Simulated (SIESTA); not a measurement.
GaP: equation of state with LDA

**Experimental background.**

“Phosphorous dimerization in GaP at high pressure”, 2017, arxiv:1709.06667 reports, for a bulk crystal of GaP: bulk modulus 87.5 ± 0.6 GPa.

GaP:

```xyz
2
Lattice="0.0000 2.7252 2.7252 2.7252 0.0000 2.7252 2.7252 2.7252 0.0000" Properties=species:S:1:pos:R:3 pbc="T T T"
Ga    0.0000    0.0000    0.0000
P     4.0879    4.0879    4.0879
```

| Property | Result |
| --- | --- |
| Program | SIESTA 5.4.2 |
| Task | equation of state |
| Functional | LDA |
| Potentials or basis | PseudoDojo 0.4 standard (LDA files) |
| Basis | DZP (energy shift 0.003 Ry; two zetas on semicore shells) |
| Grid cutoff | 800 Ry |
| Energy shift | 0.003 Ry |
| k mesh | 8 × 8 × 8 |
| Occupations | fermi-dirac, width 0.05 eV |
| Spin | no spin polarisation |

```yaml
Equilibrium_volume: 19.71 Å³/atom
Bulk_modulus: 89 GPa
Pressure_derivative_of_the_bulk_modulus: 4.1
```

Energy against volume, from the lowest point:
| volume (Å³/atom) | energy (meV/atom) |
| --- | --- |
| 19.026 | 6.85 |
| 19.431 | 0.94 |
| 19.836 | 0.00 |
| 20.240 | 3.52 |
| 20.645 | 11.06 |
| 21.050 | 22.21 |
| 21.455 | 36.68 |

All runs of the series together: 7.4 min on 1 thread of Arm Neoverse V1, on a shared host.

Against the measured bulk modulus of GaP, 87.5 GPa (“Phosphorous dimerization in GaP at high pressure”, 2017, arxiv:1709.06667), the calculated 89 GPa is off by +1.4 %. The fit is for a static lattice scaled at fixed shape and fixed fractional positions.

Caveat: the basis of atomic orbitals isn't converged, which shifts pressures, moduli and gaps. LDA usually gives volumes a few per cent too small.
